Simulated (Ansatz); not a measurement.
# Searching the electronic states of Ni, part 1 of 2

Aim: see which self-consistent states Ni reaches from different starts at one fixed geometry, and which of them is lowest. The cell (2 atoms) is Ni in the measured crystal structure (space group Fm-3m, primitive cell doubled). Source: COD entry 9012967, which need not be the ambient phase.

The COD entry's cell or inner coordinates are ideal or old and differ from later refinements, so a difference from it is no clean test against experiment.

Program: Ansatz 0.2.0. Level of theory: DFT r2SCAN, PAW, plane waves, scalar-relativistic. These are calculated values, not measurements.

### 1 The structure to begin with

It takes space group Fm-3m (No. 225, cubic). Conventional cell: a = 3.517 Å, b = 3.517 Å, c = 3.517 Å, α = 90.00°, β = 90.00°, γ = 90.00°. Ni (site symmetry m-3m) is surrounded by 12 Ni at 2.49 Å.

As a file:

```xyz
2
Lattice="0.0000 3.5171 3.5171 1.7586 0.0000 1.7586 1.7586 1.7586 0.0000" Properties=species:S:1:pos:R:3 pbc="T T T"
Ni    0.0000    0.0000    0.0000
Ni    0.0000    1.7586    1.7586
```

In tables a label like Ni2 counts atoms in the order of input.yaml; a structure file may count by element.

The first starts: parallel moments, plain SCF; opposed moments +-, plain SCF; no spin polarisation; spin on, no moments given (the program may seed its own), plain SCF. What is tried next depends on their ends.

“Plain SCF” means no search for lower states. 

Moments by site are taken inside atomic spheres; the rest lies between them.

### 2 Parallel moments, plain SCF

Contents of input.yaml:

```yaml
crystal:
  lattice:
    - [0.0, 3.5171, 3.5171]
    - [1.75855, 0.0, 1.75855]
    - [1.75855, 1.75855, 0.0]
  atoms:
    - { symbol: Ni, position: [0.0, 0.0, 0.0], spin: 2.0 }
    - { symbol: Ni, position: [0.5, 0.0, 0.0], spin: 2.0 }
magnetization:
  spin_polarized: true
hamiltonian:
  xc: r2scan
  pseudopotentials: { kind: paw }
basis:
  ecutwfc: 500
kpoints:
  mp_grid: { grid: [7, 14, 14] }
scf:
  occupations: { method: fermi_dirac, width: 0.1 }
  lower_state_search: "off"
output:
  forces: true
  stress: true
```

The log of the run (excerpt; [...] marks lines left out):

```text
[...]
Pseudopotentials: kind: paw
Pseudopotential: Ni, paw, valence charge 18, recommended cutoff 500 eV (meta_gga), Ni.paw.azcp
Functional definition: r2SCAN
[...]
Crystal: 2 atoms, lattice volume = 21.753 Å³
Basis set: ecut = 500 eV, 555 PW (Γ), exchange–correlation on 160×80×80 points (64 copies of the dense FFT grid, shifted against one another)
Bands: 24, of which v1, the nominal top of the filled ones, is band 18 counted from 1 (17 counted from 0)
Symmetry: 24 space group operations
Space group: Fm-3m (ITA 225), of the structure as read, at distance tolerance 2.8e-5 Å
Magnetic group: BNS 225.116 (UNI 1618), of the structure as read, at distance tolerance 2.8e-5 Å
k-points: 144 of 1372
[...]
Starting moments: Σ|m| = 4 μB on 2 of 2 sites
[...]
SCF iter   1: F=-11690.403328 eV  HF=-11689.778127 eV  |F-HF|=6.25e-1  |Δ(HF+E_count)|=         —  Δρ=1.10e-1 (↑9.17e-2 ↓1.10e-1)  dr2=4.54e-2  dr2_τ=3.41e-2  dr2_m=2.02e0  M=2.077 μB ∫|m|=2.352 μB  β_m=0.62  ethr=1.27e-4  ⟨swp⟩=1.8  Hψ=37566  notcnv=0
[...]
spin-set hold released at iteration 1 (the charge has settled, or the pull on large starting moments outlasts its swing): the magnetisation degrees of freedom join the quasi-Newton model from the next iteration; the mixer history was flushed
[...]
SCF iter  15: F=-11690.606643 eV  HF=-11690.606643 eV  |F-HF|=2.96e-8  |Δ(HF+E_count)|=   4.16e-7  Δρ=2.25e-6 (↑1.54e-6 ↓2.25e-6)  dr2=1.37e-10  dr2_τ=2.42e-12  dr2_m=6.86e-10  M=1.506 μB ∫|m|=1.855 μB  ethr=2.56e-12  ⟨swp⟩=4.1  Hψ=23610  notcnv=0
[...]
this state was not tested for a lower state beside it, because the mixer in use, unlike msr1, does not test its closes by its own steps (another_mixer; see scf.mixing.algorithm and scf.lower_state_search)
SCF converged after 15 iterations
Magnetization: 1.5056 μB (18.7528 up, 17.2472 down)
Absolute magnetization: 1.8570 μB (∫|ρ↑−ρ↓|, with the PAW one-centre terms)
Spin contamination: 0.0445 ħ² per cell (⟨S²⟩ above its minimum at these occupations)
Per-site moments (μB) at R_I (Å): [(0.8222983034527324, 1.0258731697958727), (0.8222983034527324, 1.0258731697958727)]
Free energy (F): -11690.606643 eV
[...]
E sigma→0 (E₀):  -11690.565347 eV
Entropy (-TS):   -0.082592 eV (-41.296 meV/atom)
Fermi energy:    18.117053 eV
[...]
--- Forces (eV/Å), atoms counted from 1 ---
  atom   1  Ni     0.00000000    -0.00000000     0.00000000
  atom   2  Ni     0.00000000     0.00000000     0.00000000
[...]
--- Stress (GPa, compression-positive) ---
       -6.399074       0.000000       0.000000
        0.000000      -6.399074      -0.000000
        0.000000      -0.000000      -6.399074
  P = ⅓ Tr σ = -6.3991 GPa (-63.991 kbar)
```

Run time: 13 s. Hardware: 2 threads of an x86-64 CPU, shared host; peak memory 0.54 GiB.

The state reached is ferromagnetic, site moments Ni1 0.82, Ni2 0.82 μB, total 1.51 μB per cell, no gap on the k-mesh.

### 3 Opposed moments +-, plain SCF

Edit input.yaml of step 2 so:

```diff
@@ -7,3 +7,3 @@
     - { symbol: Ni, position: [0.0, 0.0, 0.0], spin: 2.0 }
-    - { symbol: Ni, position: [0.5, 0.0, 0.0], spin: 2.0 }
+    - { symbol: Ni, position: [0.5, 0.0, 0.0], spin: -2.0 }
 magnetization:
```

The log of the run:

```text
[... 12 lines as in an earlier run ...]
Symmetry: 12 space group operations
Space group: R-3m (ITA 166), of the structure as read, at distance tolerance 2.8e-5 Å
Magnetic group: BNS 166.102 (UNI 1332), of the structure as read, at distance tolerance 2.8e-5 Å
[... 6 lines as in an earlier run ...]
Starting moments: Σ|m| = 4 μB on 2 of 2 sites
Starting magnetic order: antiferromagnet; a translation exchanges its spin sublattices: spin-degenerate at every k-point
[... 2 lines as in an earlier run ...]
spin-down is spin-up translated by (0.5, 0, 0): one eigenproblem is solved per k-point and the antiferromagnetic symmetry of the starting moments is kept exactly by this SCF (crystal.symmetry.spin_inversion_symmetry: false solves both channels; [...]
iter 1 solved again at ethr=2.66e-4 eV; its pass at ethr=3.10e-3 eV (dr2=9.59e-2 eV) is discarded
SCF iter   1: F=-11690.127457 eV  HF=-11689.516912 eV  |F-HF|=6.11e-1  |Δ(HF+E_count)|=         —  Δρ=1.12e-1 (↑1.12e-1 ↓1.12e-1)  dr2=9.55e-2  dr2_τ=3.52e-2  dr2_m=2.44e0  M=0.000 μB ∫|m|=2.203 μB  β_m=0.30  ethr=2.66e-4  ⟨swp⟩=1.6  Hψ=19397  notcnv=0
Mixer restart at iter 1: flushing history
preconditioner: auto → none  [metal: Δε(μ)=0.001 eV  Ē_g=12.415 eV  σ=0.100 eV  W_gap=0.00  n_scr=8 (ndim 8)  ℏωp=35.6 eV  f_vac=0.000  D(μ)=3.77/eV (n_scr^D=60)  sad-step TF]
[... 1 line as in an earlier run ...]
SCF iter   2: F=-11690.213310 eV  HF=-11689.915456 eV  |F-HF|=2.98e-1  |Δ(HF+E_count)|=   3.99e-1  Δρ=9.23e-2 (↑9.23e-2 ↓9.23e-2)  dr2=9.12e-2  dr2_τ=6.32e-3  dr2_m=1.65e0  M=0.000 μB ∫|m|=2.032 μB  β_m=0.30  ethr=2.65e-4  ⟨swp⟩=2.7  Hψ=6648  notcnv=0  κ⁻¹=1.0e0(r=1)
SCF iter   3: F=-11690.279096 eV  HF=-11690.417582 eV  |F-HF|=1.38e-1  |Δ(HF+E_count)|=   5.02e-1  Δρ=2.63e-2 (↑2.63e-2 ↓2.63e-2)  dr2=1.29e-1  dr2_τ=8.85e-4  dr2_m=6.31e-2  M=0.000 μB ∫|m|=1.387 μB  β_m=0.30  ethr=2.53e-4  ⟨swp⟩=3.1  Hψ=9193  notcnv=0  defer=69  κ⁻¹=2.3e-2(r=2)
SCF iter   4: F=-11690.404049 eV  HF=-11690.389958 eV  |F-HF|=1.41e-2  |Δ(HF+E_count)|=   2.76e-2  Δρ=1.51e-2 (↑1.51e-2 ↓1.51e-2)  dr2=8.42e-3  dr2_τ=4.67e-4  dr2_m=3.38e-2  M=0.000 μB ∫|m|=1.262 μB  β_m=0.30  ethr=2.53e-4  ⟨swp⟩=2.4  Hψ=6525  notcnv=0  defer=73  κ⁻¹=5.8e-3(r=3)
SCF iter   5: F=-11690.417415 eV  HF=-11690.397705 eV  |F-HF|=1.97e-2  |Δ(HF+E_count)|=   7.75e-3  Δρ=8.09e-3 (↑8.09e-3 ↓8.09e-3)  dr2=3.04e-3  dr2_τ=1.45e-4  dr2_m=8.77e-3  M=0.000 μB ∫|m|=1.109 μB  β_m=0.30  ethr=2.34e-5  ⟨swp⟩=2.0  Hψ=7087  notcnv=0  defer=75  κ⁻¹=1.1e-3(r=4)
SCF iter   6: F=-11690.426279 eV  HF=-11690.422367 eV  |F-HF|=3.91e-3  |Δ(HF+E_count)|=   2.47e-2  Δρ=4.42e-3 (↑4.42e-3 ↓4.42e-3)  dr2=1.84e-3  dr2_τ=1.94e-5  dr2_m=3.04e-3  M=0.000 μB ∫|m|=1.001 μB  β_m=0.30  ethr=8.45e-6  ⟨swp⟩=2.6  Hψ=8171  notcnv=0  defer=79  κ⁻¹=9.1e-5(r=5)
SCF iter   7: F=-11690.427992 eV  HF=-11690.427026 eV  |F-HF|=9.67e-4  |Δ(HF+E_count)|=   4.66e-3  Δρ=2.48e-3 (↑2.48e-3 ↓2.48e-3)  dr2=8.63e-4  dr2_τ=9.44e-6  dr2_m=8.13e-4  M=0.000 μB ∫|m|=1.047 μB  β_m=0.30  ethr=5.11e-6  ⟨swp⟩=2.3  Hψ=6414  notcnv=0  defer=79  κ⁻¹=5.0e-5(r=6)
SCF iter   8: F=-11690.429676 eV  HF=-11690.428877 eV  |F-HF|=7.99e-4  |Δ(HF+E_count)|=   1.85e-3  Δρ=1.58e-3 (↑1.58e-3 ↓1.58e-3)  dr2=6.39e-5  dr2_τ=6.25e-6  dr2_m=4.22e-4  M=0.000 μB ∫|m|=1.045 μB  β_m=0.30  ethr=2.40e-6  ⟨swp⟩=2.0  Hψ=6529  notcnv=0  defer=79  κ⁻¹=1.2e-5(r=7)
SCF iter   9: F=-11690.430373 eV  HF=-11690.429699 eV  |F-HF|=6.74e-4  |Δ(HF+E_count)|=   8.22e-4  Δρ=1.36e-3 (↑1.36e-3 ↓1.36e-3)  dr2=5.15e-5  dr2_τ=3.24e-6  dr2_m=3.10e-4  M=0.000 μB ∫|m|=1.032 μB  β_m=0.30  ethr=1.77e-7  ⟨swp⟩=2.0  Hψ=6123  notcnv=0  defer=79  κ⁻¹=5.0e-6(r=8)
SCF iter  10: F=-11690.431310 eV  HF=-11690.431274 eV  |F-HF|=3.59e-5  |Δ(HF+E_count)|=   1.57e-3  Δρ=6.82e-4 (↑6.82e-4 ↓6.82e-4)  dr2=7.98e-5  dr2_τ=7.91e-7  dr2_m=5.73e-5  M=0.000 μB ∫|m|=1.038 μB  β_m=0.30  ethr=1.43e-7  ⟨swp⟩=3.1  Hψ=7555  notcnv=0  defer=79  κ⁻¹=7.0e-7(r=8)
SCF iter  11: F=-11690.431437 eV  HF=-11690.431404 eV  |F-HF|=3.23e-5  |Δ(HF+E_count)|=   1.31e-4  Δρ=4.30e-4 (↑4.30e-4 ↓4.30e-4)  dr2=2.66e-5  dr2_τ=3.86e-7  dr2_m=2.44e-5  M=0.000 μB ∫|m|=1.043 μB  β_m=0.30  ethr=1.43e-7  ⟨swp⟩=2.0  Hψ=5714  notcnv=0  defer=79  κ⁻¹=1.1e-5(r=8)
SCF iter  12: F=-11690.431525 eV  HF=-11690.431506 eV  |F-HF|=1.94e-5  |Δ(HF+E_count)|=   1.01e-4  Δρ=2.94e-4 (↑2.94e-4 ↓2.94e-4)  dr2=3.05e-5  dr2_τ=7.93e-8  dr2_m=4.08e-6  M=0.000 μB ∫|m|=1.051 μB  β_m=0.30  ethr=7.40e-8  ⟨swp⟩=2.0  Hψ=6057  notcnv=0  defer=79  κ⁻¹=4.4e-6(r=8)
SCF iter  13: F=-11690.431537 eV  HF=-11690.431535 eV  |F-HF|=2.45e-6  |Δ(HF+E_count)|=   2.90e-5  Δρ=1.22e-4 (↑1.22e-4 ↓1.22e-4)  dr2=3.43e-6  dr2_τ=2.94e-8  dr2_m=1.48e-6  M=0.000 μB ∫|m|=1.053 μB  β_m=0.30  ethr=7.40e-8  ⟨swp⟩=2.1  Hψ=4930  notcnv=0  defer=79  κ⁻¹=4.4e-6(r=8)
SCF iter  14: F=-11690.431539 eV  HF=-11690.431538 eV  |F-HF|=6.48e-7  |Δ(HF+E_count)|=   3.49e-6  Δρ=3.07e-5 (↑3.07e-5 ↓3.07e-5)  dr2=7.31e-8  dr2_τ=1.17e-9  dr2_m=1.08e-7  M=0.000 μB ∫|m|=1.056 μB  β_m=0.30  ethr=2.78e-10  ⟨swp⟩=4.3  Hψ=17912  notcnv=0  κ⁻¹=1.7e-5(r=8)
SCF iter  15: F=-11690.431539 eV  HF=-11690.431538 eV  |F-HF|=6.22e-7  |Δ(HF+E_count)|=   2.65e-7  Δρ=2.63e-5 (↑2.63e-5 ↓2.63e-5)  dr2=2.41e-7  dr2_τ=7.61e-10  dr2_m=1.16e-8  M=0.000 μB ∫|m|=1.056 μB  β_m=0.30  ethr=2.03e-10  ⟨swp⟩=5.0  Hψ=13332  notcnv=0  κ⁻¹=1.7e-5(r=8)
SCF iter  16: F=-11690.431539 eV  HF=-11690.431539 eV  |F-HF|=9.04e-9  |Δ(HF+E_count)|=   7.03e-7  Δρ=8.05e-6 (↑8.05e-6 ↓8.05e-6)  dr2=2.51e-8  dr2_τ=5.22e-11  dr2_m=1.78e-9  M=0.000 μB ∫|m|=1.056 μB  ethr=2.03e-10  ⟨swp⟩=3.6  Hψ=15983  notcnv=0
SCF 1 converged in 16 iterations: F = -11690.431539 eV  dr2 = 2.51e-8
[... 1 line as in an earlier run ...]
SCF converged after 16 iterations
Magnetization: 0.0000 μB (18.0000 up, 18.0000 down)
Absolute magnetization: 1.0571 μB (∫|ρ↑−ρ↓|, with the PAW one-centre terms)
Spin contamination: 0.4070 ħ² per cell (⟨S²⟩ above its minimum at these occupations)
Per-site moments (μB) at R_I (Å): [(0.5061912291380198, 1.0258731697958727), (-0.5061912291380198, 1.0258731697958727)]
Free energy (F): -11690.431539 eV
Harris-Foulkes:  -11690.431539 eV  (|F-HF|=9.04e-9)
Internal energy: -11690.321295 eV  (E = F + TS)
E sigma→0 (E₀):  -11690.376417 eV
Entropy (-TS):   -0.110245 eV (-55.122 meV/atom)
Fermi energy:    17.848985 eV
--- Per-component energies (eV) ---
  E_band       = -618.734473
  E_kinetic    = 563.811116
  E_local      = -6888.649670  (includes V_loc(G=0)·N_el)
  E_nonlocal   = 1281.929382
  E_hartree    = 2881.476821
  E_xc         = -157.093723
  E_vxc        = -233.153555  (∫ρ·V_xc dr)
  E_paw        = -3289.308234  (= ΣΔE_a)
  E_vpaw       = -1122.865846  (= ΣTr[D̂ρ^β])
  E_aug_tail   = 0.000460  (compensation charges beyond the density's cutoff)
  E_vtau       = 17.257438  (kinetic-family band-sum trace: ∫τ·v_τ [+ j·A + Jᵃ·Aᵃ] dr)
  E_ewald      = -6081.887309
  E_core_change = -0.600137  (= ΣΔE_core)
  E_smearing   = -0.110245  (= −TS)
  E_closure    = 0.000000  (closes the sum)
  Σ components = -11690.431539   (vs F -11690.431539, Δ=0.00e0)
--- Forces (eV/Å), atoms counted from 1 ---
  atom   1  Ni    -0.00000000    -0.00000000     0.00000000
  atom   2  Ni     0.00000000    -0.00000000    -0.00000000
  max |Σ_I F_I| component: 5.05e-29 eV/Å
--- Stress (GPa, compression-positive) ---
       -7.401678      -0.917446      -0.917446
       -0.917446      -7.401678       0.917446
       -0.917446       0.917446      -7.401678
  P = ⅓ Tr σ = -7.4017 GPa (-74.017 kbar)
```

Run time: 9.7 s. Hardware: 2 threads of an x86-64 CPU, shared host; peak memory 0.54 GiB.

End: antiferromagnetic (magnetic neighbours of Ni1 with a moment over 0.3 of its own that point the other way: 6 of 12 at 2.49 Å, 6 of 6 at 3.52 Å), site moments Ni1 0.51, Ni2 -0.51 μB, total 0.00 μB per cell, no gap on the k-mesh. Against step 2, the lowest until now, it is 87.6 meV/atom higher.

### 4 No spin polarisation

Edit input.yaml of step 3 so:

```diff
@@ -6,6 +6,4 @@
   atoms:
-    - { symbol: Ni, position: [0.0, 0.0, 0.0], spin: 2.0 }
-    - { symbol: Ni, position: [0.5, 0.0, 0.0], spin: -2.0 }
-magnetization:
-  spin_polarized: true
+    - { symbol: Ni, position: [0.0, 0.0, 0.0] }
+    - { symbol: Ni, position: [0.5, 0.0, 0.0] }
 hamiltonian:
```

The log of the run (excerpt; [...] marks lines left out):

```text
[... 11 lines as in an earlier run ...]
Bands: 22, of which v1, the nominal top of the filled ones, is band 18 counted from 1 (17 counted from 0)
[... 7 lines as in an earlier run ...]
[...]
[... 2 lines as in an earlier run ...]
SCF iter   1: F=-11690.386853 eV  HF=-11690.302992 eV  |F-HF|=8.39e-2  |Δ(HF+E_count)|=         —  Δρ=1.90e-2  dr2=4.36e-2  dr2_τ=5.87e-2  ethr=1.77e-3  ⟨swp⟩=5.3  Hψ=12593  notcnv=0
[...]
SCF iter   8: F=-11690.402543 eV  HF=-11690.402543 eV  |F-HF|=1.72e-8  |Δ(HF+E_count)|=   7.45e-8  Δρ=1.55e-5  dr2=2.83e-8  dr2_τ=1.99e-10  ethr=2.78e-10  ⟨swp⟩=4.2  Hψ=16384  notcnv=0
[...]
SCF converged after 8 iterations
Free energy (F): -11690.402543 eV
[...]
E sigma→0 (E₀):  -11690.317630 eV
Entropy (-TS):   -0.169827 eV (-84.913 meV/atom)
Fermi energy:    17.756862 eV
[...]
--- Forces (eV/Å), atoms counted from 1 ---
  atom   1  Ni     0.00000000     0.00000000     0.00000000
  atom   2  Ni     0.00000000     0.00000000     0.00000000
[...]
--- Stress (GPa, compression-positive) ---
       -8.973386       0.000060       0.000060
        0.000060      -8.973386      -0.000060
        0.000060      -0.000060      -8.973386
  P = ⅓ Tr σ = -8.9734 GPa (-89.734 kbar)
```

Run time: 4.1 s. Hardware: 2 threads of an x86-64 CPU, shared host; peak memory 0.48 GiB.

End: non-magnetic (no spin polarisation), no gap on the k-mesh. It lies 102 meV/atom above the lowest state so far (step 2).

### 5 Spin on, no moments given (the program may seed its own), plain SCF

Edit input.yaml of step 4 so:

```diff
@@ -21 +21,3 @@
   stress: true
+magnetization:
+  spin_polarized: true
```

The log of the run (excerpt; [...] marks lines left out):

```text
band count auto-derived: 24 (N_el = 36.0; filled up to band 18; 22 by the electrons, moments and atoms)
[... 22 lines as in an earlier run ...]
[...]
SCF iter   1: F=-11689.978957 eV  HF=-11688.944235 eV  |F-HF|=1.03e0  |Δ(HF+E_count)|=         —  Δρ=1.82e-1 (↑1.82e-1 ↓1.63e-1)  dr2=4.23e-2  dr2_τ=4.23e-2  dr2_m=5.92e0  M=2.429 μB ∫|m|=2.429 μB  ethr=8.51e-4  ⟨swp⟩=1.3  Hψ=18886  notcnv=0
[...]
SCF iter  11: F=-11690.606643 eV  HF=-11690.606643 eV  |F-HF|=1.10e-9  |Δ(HF+E_count)|=   7.29e-8  Δρ=2.48e-6 (↑2.48e-6 ↓2.43e-6)  dr2=3.20e-10  dr2_τ=6.73e-12  dr2_m=1.02e-9  M=1.506 μB ∫|m|=1.855 μB  ethr=2.78e-10  ⟨swp⟩=3.5  Hψ=30318  notcnv=0
[...]
SCF converged after 11 iterations
Magnetization: 1.5056 μB (18.7528 up, 17.2472 down)
Absolute magnetization: 1.8572 μB (∫|ρ↑−ρ↓|, with the PAW one-centre terms)
Spin contamination: 0.0445 ħ² per cell (⟨S²⟩ above its minimum at these occupations)
Per-site moments (μB) at R_I (Å): [(0.8223451414211332, 1.0258731697958727), (0.8223451414211332, 1.0258731697958727)]
Free energy (F): -11690.606643 eV
[...]
E sigma→0 (E₀):  -11690.565349 eV
Entropy (-TS):   -0.082588 eV (-41.294 meV/atom)
Fermi energy:    18.117145 eV
[... 26 lines left out: energy terms, forces, stress ...]
```

Run time: 8.8 s. Hardware: 2 threads of an x86-64 CPU, shared host; peak memory 0.54 GiB.

This is the state of step 2 again (ferromagnetic), after 11 iterations.

### 6 Parallel moments scaled by 0.2, plain SCF

Edit input.yaml of step 5 so:

```diff
@@ -6,4 +6,6 @@
   atoms:
-    - { symbol: Ni, position: [0.0, 0.0, 0.0] }
-    - { symbol: Ni, position: [0.5, 0.0, 0.0] }
+    - { symbol: Ni, position: [0.0, 0.0, 0.0], spin: 0.4 }
+    - { symbol: Ni, position: [0.5, 0.0, 0.0], spin: 0.4 }
+magnetization:
+  spin_polarized: true
 hamiltonian:
@@ -21,3 +23 @@
   stress: true
-magnetization:
-  spin_polarized: true
```

The log of the run (excerpt; [...] marks lines left out):

```text
[... 11 lines as in an earlier run ...]
Bands: 23, of which v1, the nominal top of the filled ones, is band 18 counted from 1 (17 counted from 0)
[... 9 lines as in an earlier run ...]
Starting moments: Σ|m| = 0.8 μB on 2 of 2 sites
[... 2 lines as in an earlier run ...]
[...]
SCF iter   1: F=-11690.379196 eV  HF=-11690.287409 eV  |F-HF|=9.18e-2  |Δ(HF+E_count)|=         —  Δρ=5.53e-2 (↑5.53e-2 ↓1.35e-2)  dr2=3.00e-1  dr2_τ=1.38e-2  dr2_m=1.81e-1  M=1.010 μB ∫|m|=1.051 μB  β_m=1.00  ethr=8.36e-4  ⟨swp⟩=1.0  Hψ=35985  notcnv=0
[...]
spin-set hold released at iteration 10 (site moments contracting): the magnetisation degrees of freedom join the quasi-Newton model from the next iteration; the mixer history was flushed
[...]
SCF iter  20: F=-11690.606643 eV  HF=-11690.606643 eV  |F-HF|=4.75e-8  |Δ(HF+E_count)|=   2.78e-7  Δρ=1.29e-6 (↑1.29e-6 ↓9.00e-7)  dr2=6.02e-10  dr2_τ=8.84e-12  dr2_m=3.92e-11  M=1.506 μB ∫|m|=1.855 μB  ethr=2.62e-12  ⟨swp⟩=4.8  Hψ=24563  notcnv=0
[...]
[... 1 line as in an earlier run ...]
SCF converged after 20 iterations
Magnetization: 1.5057 μB (18.7528 up, 17.2472 down)
Absolute magnetization: 1.8573 μB (∫|ρ↑−ρ↓|, with the PAW one-centre terms)
Spin contamination: 0.0445 ħ² per cell (⟨S²⟩ above its minimum at these occupations)
Per-site moments (μB) at R_I (Å): [(0.8223772101931615, 1.0258731697958727), (0.8223772101931615, 1.0258731697958727)]
Free energy (F): -11690.606643 eV
[...]
E sigma→0 (E₀):  -11690.565352 eV
Entropy (-TS):   -0.082583 eV (-41.292 meV/atom)
Fermi energy:    18.117188 eV
[... 26 lines left out: energy terms, forces, stress ...]
```

Run time: 17 s. Hardware: 2 threads of an x86-64 CPU, shared host; peak memory 0.53 GiB.

The run ends in the same state as step 2 (ferromagnetic); it took 20 iterations.

### 7 Moments ++ scaled by 1.4, plain SCF

Edit input.yaml of step 6 so:

```diff
@@ -6,4 +6,4 @@
   atoms:
-    - { symbol: Ni, position: [0.0, 0.0, 0.0], spin: 0.4 }
-    - { symbol: Ni, position: [0.5, 0.0, 0.0], spin: 0.4 }
+    - { symbol: Ni, position: [0.0, 0.0, 0.0], spin: 2.8 }
+    - { symbol: Ni, position: [0.5, 0.0, 0.0], spin: 2.8 }
 magnetization:
```

The log of the run (excerpt; [...] marks lines left out):

```text
[... 11 lines as in an earlier run ...]
Bands: 25, of which v1, the nominal top of the filled ones, is band 18 counted from 1 (17 counted from 0)
[... 9 lines as in an earlier run ...]
Starting moments: Σ|m| = 5.6 μB on 2 of 2 sites
[... 2 lines as in an earlier run ...]
[...]
SCF iter   1: F=-11690.180609 eV  HF=-11688.501608 eV  |F-HF|=1.68e0  |Δ(HF+E_count)|=         —  Δρ=1.82e-1 (↑1.78e-1 ↓1.82e-1)  dr2=1.38e-2  dr2_τ=8.10e-2  dr2_m=6.44e0  M=2.380 μB ∫|m|=2.603 μB  β_m=0.30  ethr=3.85e-5  ⟨swp⟩=2.0  Hψ=43407  notcnv=0
[...]
spin-set hold released at iteration 15 (site moments contracting): the magnetisation degrees of freedom join the quasi-Newton model from the next iteration; the mixer history was flushed
[...]
SCF iter  22: F=-11690.606643 eV  HF=-11690.606643 eV  |F-HF|=2.29e-7  |Δ(HF+E_count)|=   3.75e-7  Δρ=3.06e-6 (↑3.06e-6 ↓3.04e-6)  dr2=3.54e-10  dr2_τ=7.84e-12  dr2_m=1.72e-9  M=1.506 μB ∫|m|=1.855 μB  ethr=4.51e-11  ⟨swp⟩=4.7  Hψ=24998  notcnv=0
[...]
[... 1 line as in an earlier run ...]
SCF converged after 22 iterations
Magnetization: 1.5057 μB (18.7529 up, 17.2471 down)
Absolute magnetization: 1.8574 μB (∫|ρ↑−ρ↓|, with the PAW one-centre terms)
Spin contamination: 0.0445 ħ² per cell (⟨S²⟩ above its minimum at these occupations)
Per-site moments (μB) at R_I (Å): [(0.8224194898844882, 1.0258731697958727), (0.8224194898844882, 1.0258731697958727)]
Free energy (F): -11690.606643 eV
[...]
E sigma→0 (E₀):  -11690.565356 eV
Entropy (-TS):   -0.082575 eV (-41.287 meV/atom)
Fermi energy:    18.117284 eV
[... 26 lines left out: energy terms, forces, stress ...]
```

It took 18 s on 2 threads of an x86-64 CPU, shared host; peak memory 0.54 GiB.

The run ends in the same state as step 2 (ferromagnetic); it took 22 iterations.

(Continued in part 2 of 2.)
